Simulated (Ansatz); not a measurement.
# Sn (I4_1/amd) in Ansatz: density of states with PBE

Aim: the density of states of Sn with PBE.

Everything below comes from runs of Ansatz 0.2.0. Logs are shortened: lines on timing, memory, paths and dates and some standing lists are left out, and cuts for length are marked.

### 1 The cell of the first run

The structure is tetragonal, space group I4_1/amd (No. 141). The conventional cell has a = 5.459 Å, b = 5.459 Å, c = 2.969 Å, α = 90.00°, β = 90.00°, γ = 90.00°. Sn (site symmetry -4m2) is surrounded by 6 Sn at 2.83 to 2.97 Å.

### 2 Density of states, PBE, spin-orbit coupling, no magnetisation (volume scaled by 0.8)

The input, input.yaml:

```yaml
crystal:
  lattice:
    - [-2.7293846213, 2.7293846213, 1.4846604507]
    - [2.7293846213, -2.7293846213, 1.4846604507]
    - [2.7293846213, 2.7293846213, -1.4846604507]
  atoms:
    - { symbol: Sn, position: [0.0, 0.0, 0.0] }
    - { symbol: Sn, position: [0.75, 0.25, 0.5] }
kpoints:
  mp_grid: { grid: [7, 7, 7] }
scf:
  occupations: { method: methfessel_paxton, width: 0.1 }
hamiltonian:
  xc: pbe
  pseudopotentials: { kind: all_electron, lapw: { basis_error: 0.001 } }
magnetization:
  noncollinear: true
  spin_orbit: true
output:
  forces: true
  stress: true
  eigenvalues: true
  dos: { projected: false, de: 0.1, e_range: [-20, 6] }
```

Potentials or basis: all-electron LAPW, relativistic spinors.

Command:

```bash
ansatz run input.yaml --threads 1 --pin off --max-ram 3072MiB --backend cpu --events-out ev --progress --plain --runs-dir out
```

Output:

```text
Warning: RAYON_NUM_THREADS=1 ignored (pool sized by the plan → 1); use --threads N
LAPW: plane waves up to 8.106 Å⁻¹, error target 1.0e-3 eV per atom; Dirac's equation on spinors; Sn in spheres of 1.414 Å, 22 of its electrons in bands (how accurate: hamiltonian.pseudopotentials.lapw.basis_error, Limitations)
Engine: ansatz 0.2.0, x86_64-unknown-linux-gnu
Pseudopotentials: kind: all_electron
Pseudopotential: Sn, LAPW, valence charge 22, lapw/all_electron/dirac/gaussian/Sn, Dirac's equation, gaussian nucleus
Functional definition: PBE
  parameter kappa = 0.804
  parameter beta = 0.06672455060314922
  exchange = pbe_x(kappa = kappa, mu = beta*pi^2/3)
  correlation = pbe_c(beta = beta)
non-collinear run that drives no moment, with spin-orbit: no starting moment large enough to seed its density (crystal.atoms[].spin), no starting occupations that ask for one, no magnetisation constraint and no magnetic field, so the semilocal B_xc is pinned to zero
Crystal: 2 atoms, lattice volume = 44.240 Å³
Basis set: ecut = 250.35228606874952 eV, 407 PW (Γ), FFT grids on a1+a2, a2, a3, exchange–correlation at level 2
Bands: 54, of which v1, the nominal top of the filled ones, is band 44 counted from 1 (43 counted from 0)
Symmetry: 16 space group operations + 16 with time reversal
Magnetic group: BNS 141.552 (UNI 1212), of the structure as read, at distance tolerance 3.5e-5 Å
k-points: 40 of 343
Non-local potential: Sn, projectors of the file, none
Initial density: superposition of atomic densities (chi_scale 0.1, normalization cell)
Initial wavefunctions: plane waves of lowest kinetic energy (no species holds an atomic orbital)
Functional: x = pbe(κ = 0.804, μ = 0.2195149727645171), c = pbe(β = 0.06672455060314922)
iter 1 solved again at ethr=1.06e-4 eV; its pass at ethr=1.00e-1 eV (dr2=4.66e-2 eV) is discarded
SCF iter   1: F=—  HF=-336276.499617 eV  |F-HF|=—  |Δ(HF+E_count)|=         —  Δρ=1.31e-2  dr2=4.68e-2  dr2_m=0.00e0 (ungated)  ethr=1.06e-4  |M|=0.00e0 ∫|m|=0.00e0 μB  β_m=0.30  ⟨swp⟩=3.0  Hψ=14668  notcnv=0
preconditioner: auto → Kerker (q_TF=auto, 2.726 Å⁻¹)  [metal: Δε(μ)=0.054 eV  Ē_g=21.792 eV  σ=0.100 eV  W_gap=0.42  n_scr=16 (ndim 8)  ℏωp=29.5 eV  f_vac=0.000  D(μ)=0.76/eV (n_scr^D=4)]
spin=Noncollinear: Kerker preconditioning applied to the charge; magnetization (m_x, m_y, m_z) channels mix plain (no charge-response kernel on spin).
SCF iter   2: F=—  HF=-336276.472520 eV  |F-HF|=—  |Δ(HF+E_count)|=   2.71e-2  S|Δr|=    0.00e0  Δρ=1.04e-2  dr2=3.26e-2  dr2_m=0.00e0 (ungated)  ethr=1.06e-4  |M|=0.00e0 ∫|m|=0.00e0 μB  β_m=0.49  ⟨swp⟩=2.0  Hψ=5988  notcnv=0
SCF iter   3: F=—  HF=-336276.469396 eV  |F-HF|=—  |Δ(HF+E_count)|=   3.12e-3  S|Δr|=    0.00e0  Δρ=5.36e-3  dr2=1.05e-2  dr2_m=0.00e0 (ungated)  ethr=7.41e-5  |M|=0.00e0 ∫|m|=0.00e0 μB  β_m=0.65  ⟨swp⟩=2.0  Hψ=5988  notcnv=0
SCF iter   4: F=—  HF=-336276.471052 eV  |F-HF|=—  |Δ(HF+E_count)|=   1.66e-3  S|Δr|=    0.00e0  Δρ=1.63e-3  dr2=1.31e-3  dr2_m=0.00e0 (ungated)  ethr=2.39e-5  |M|=0.00e0 ∫|m|=0.00e0 μB  β_m=0.82  ⟨swp⟩=2.0  Hψ=5988  notcnv=0
iter 5 solved again at ethr=1.29e-7 eV; its pass at ethr=2.98e-6 eV (dr2=5.66e-5 eV) is discarded
SCF iter   5: F=—  HF=-336276.471004 eV  |F-HF|=—  |Δ(HF+E_count)|=   4.79e-5  S|Δr|=    0.00e0  Δρ=3.08e-4  dr2=5.67e-5  dr2_m=0.00e0 (ungated)  ethr=1.29e-7  |M|=0.00e0 ∫|m|=0.00e0 μB  β_m=0.91  ⟨swp⟩=2.0  Hψ=10356  notcnv=0
SCF iter   6: F=—  HF=-336276.471007 eV  |F-HF|=—  |Δ(HF+E_count)|=   2.91e-6  S|Δr|=    0.00e0  Δρ=1.24e-4  dr2=8.81e-6  dr2_m=0.00e0 (ungated)  ethr=1.29e-7  |M|=0.00e0 ∫|m|=0.00e0 μB  β_m=0.96  ⟨swp⟩=2.0  Hψ=5988  notcnv=0
SCF iter   7: F=—  HF=-336276.471009 eV  |F-HF|=—  |Δ(HF+E_count)|=   2.52e-6  S|Δr|=    0.00e0  Δρ=2.45e-5  dr2=2.97e-7  dr2_m=0.00e0 (ungated)  ethr=2.00e-8  |M|=0.00e0 ∫|m|=0.00e0 μB  β_m=0.98  ⟨swp⟩=2.7  Hψ=6101  notcnv=0
SCF iter   8: F=-336276.471009 eV  HF=-336276.471009 eV  |F-HF|=6.52e-9  |Δ(HF+E_count)|=   8.39e-8  S|Δr|=    0.00e0  Δρ=5.89e-6  dr2=8.69e-9  dr2_m=0.00e0 (ungated)  ethr=6.75e-10  |M|=0.00e0 ∫|m|=0.00e0 μB  ⟨swp⟩=2.0  Hψ=5988  notcnv=0
SCF 1 converged in 8 iterations: F = -336276.471009 eV  dr2 = 8.69e-9
SCF converged after 8 iterations
Stability not checked: this state was not tested for a lower state beside it, because cold or Methfessel-Paxton smearing, or corrected tetrahedra, fill the levels in a way that the test cannot read (fill_not_monotonic; see scf.lower_state_search)
Magnetization: |M| = 0.0000 μB,  M = (+0.0000, +0.0000, +0.0000) μB
Absolute magnetization: 0.0000 μB (∫|m|)
  site 0: m = (+0.0000, +0.0000, +0.0000) μB, |m| = 0.0000 μB  (R = 1.41 Å)
  site 1: m = (+0.0000, +0.0000, +0.0000) μB, |m| = 0.0000 μB  (R = 1.41 Å)
Free energy (F): -336276.471009 eV
Harris-Foulkes:  -336276.471009 eV  (|F-HF|=6.52e-9)
Internal energy: -336276.470561 eV  (E = F + TS)
E sigma→0 (E₀):  -336276.470897 eV
Entropy (-TS):   -0.000448 eV (-0.224 meV/atom)
Fermi energy:    17.780258 eV
--- Per-component energies (eV) ---
  E_band       = -1237.471707
  E_kinetic    = 354084.320576
  E_xc         = -9004.177216
  E_electrostatic = -681356.613921  (all electrons and nuclei)
  E_smearing   = -0.000448  (= −TS)
  E_closure    = 0.000000  (closes the sum)
  E_atoms      = -336269.487228  (free atoms, spherical and without spin; not in F)
  Σ components = -336276.471009   (vs F -336276.471009, Δ=0.00e0)
  Basis errors (estimates in eV, not in F): energy 3.4e-4 per atom: plane waves 3.1e-4 (1.7e-4 summed), levels above the bands 0.0e0, relativity 1.2e-7, radial functions 3.5e-5, core shells 3.3e-8; eigenvalues (radial functions only) 1.2e-6; not estimated: angular momenta, meshes, grids; target (lapw.basis_error) 1.0e-3; muffin-tin radii Sn 1.414 Å
--- Forces (eV/Å), atoms counted from 1 ---
  atom   1  Sn     0.00000000    -0.00000000     0.00000000
  atom   2  Sn     0.00000000    -0.00000000     0.00000000
  max |Σ_I F_I| component: 2.17e-18 eV/Å
--- Stress (GPa, compression-positive) ---
       21.567346       0.000000      -0.000000
        0.000000      21.567346      -0.000000
       -0.000000      -0.000000      21.322914
  P = ⅓ Tr σ = 21.4859 GPa (214.859 kbar)
--- Band table (eV; the first three rows and the last of 40) ---
  k-point 0: bands = ["-111.7662", "-111.7662", "-111.7635", "-111.7635", "-72.8343", "-72.8343", "-72.8245", "-72.8245", "-65.2755", "-65.2755", "-65.2726", "-65.2726", "-65.2645", "-65.2645", "-65.2526", "-65.2526", "-4.6485", "-4.6485", "-4.5820", "-4.5820", "-4.5305", "-4.5305", "-4.4837", "-4.4837", "-3.5746", "-3.5746", "-3.5654", "-3.5654", "-3.5204", "-3.5204", "-3.4740", "-3.4740", "-3.2948", "-3.2948", "-3.1649", "-3.1649", "4.9389", "4.9389", "14.7989", "14.7989", "14.9413", "14.9413", "15.3840", "15.3840", "20.4074", "20.4074", "24.5978", "24.5978", "25.3093", "25.3093", "26.1638", "26.1638", "26.3750", "26.3750"]
  k-point 1: bands = ["-111.7661", "-111.7661", "-111.7636", "-111.7636", "-72.8338", "-72.8338", "-72.8249", "-72.8249", "-65.2745", "-65.2745", "-65.2723", "-65.2723", "-65.2648", "-65.2648", "-65.2536", "-65.2536", "-4.6310", "-4.6310", "-4.5823", "-4.5823", "-4.5350", "-4.5350", "-4.4768", "-4.4768", "-3.5839", "-3.5839", "-3.5620", "-3.5620", "-3.5229", "-3.5229", "-3.4488", "-3.4488", "-3.3057", "-3.3057", "-3.1876", "-3.1876", "5.1575", "5.1575", "12.6258", "12.6258", "15.4218", "15.4218", "16.8583", "16.8583", "21.4479", "21.4479", "23.3266", "23.3266", "24.0062", "24.0062", "25.8094", "25.8094", "25.9347", "25.9347"]
  k-point 2: bands = ["-111.7657", "-111.7657", "-111.7640", "-111.7640", "-72.8325", "-72.8325", "-72.8263", "-72.8263", "-65.2719", "-65.2719", "-65.2714", "-65.2714", "-65.2653", "-65.2653", "-65.2566", "-65.2566", "-4.5881", "-4.5881", "-4.5808", "-4.5808", "-4.5434", "-4.5434", "-4.4672", "-4.4672", "-3.6007", "-3.6007", "-3.5507", "-3.5507", "-3.5167", "-3.5167", "-3.4037", "-3.4037", "-3.3383", "-3.3383", "-3.2397", "-3.2397", "5.8153", "5.8153", "10.3787", "10.3787", "16.2216", "16.2216", "18.0210", "18.0210", "21.1943", "21.1943", "22.1348", "22.1348", "24.1647", "24.1647", "25.1105", "25.1105", "25.2069", "25.2069"]
  k-point 39: bands = ["-111.7649", "-111.7649", "-111.7648", "-111.7648", "-72.8297", "-72.8297", "-72.8292", "-72.8292", "-65.2749", "-65.2749", "-65.2732", "-65.2732", "-65.2595", "-65.2595", "-65.2577", "-65.2577", "-4.5979", "-4.5979", "-4.5891", "-4.5891", "-4.4578", "-4.4578", "-4.4460", "-4.4460", "-3.5859", "-3.5859", "-3.5606", "-3.5606", "-3.4580", "-3.4580", "-3.4187", "-3.4187", "-3.3614", "-3.3614", "-3.3569", "-3.3569", "8.8431", "8.8431", "9.7327", "9.7327", "11.7669", "11.7669", "12.6653", "12.6653", "23.5938", "23.5938", "23.6189", "23.6189", "27.9514", "27.9514", "28.8056", "28.8056", "29.7998", "29.7998"]
```

It took 93 s on 1 thread of Intel Xeon Platinum 8375C at 2.90GHz (Ice Lake), shared host; peak memory 0.56 GiB.

What came out:

| Item | Value |
| --- | --- |
| Free energy | -336276.4710 eV |
| Pressure | 21.5 GPa |
| Band gap on the k mesh | none (metal or under the smearing width) |

Stress tensor (GPa, compression positive):
```
21.57  0.00  0.00
 0.00 21.57  0.00
 0.00  0.00 21.32
```

Levels at points of the mesh, in eV from the Fermi level:
```csv
k point,band 40,band 41,band 42,band 43,band 44,band 45,band 46,band 47,band 48,band 49
"(0.00, 0.00, 0.00)",-2.98,-2.84,-2.84,-2.40,-2.40,2.63,2.63,6.82,6.82,7.53
```

States per cell in windows of 1 eV (zero at the Fermi level; states under -8 eV left out):
```tsv
from (eV)	total
-8.0	0.76
-7.0	0.46
-6.0	0.55
-5.0	0.67
-4.0	0.77
-3.0	1.00
-2.0	1.03
-1.0	0.77
0.0	0.69
1.0	0.77
2.0	1.06
3.0	1.09
4.0	1.25
5.0	1.33
```

Caveat: the k mesh is thin for a metal, which can move the energy by tens of meV per atom; so large a pressure means that the cell lies far from this level's equilibrium, or that cutoff or potentials fall short.
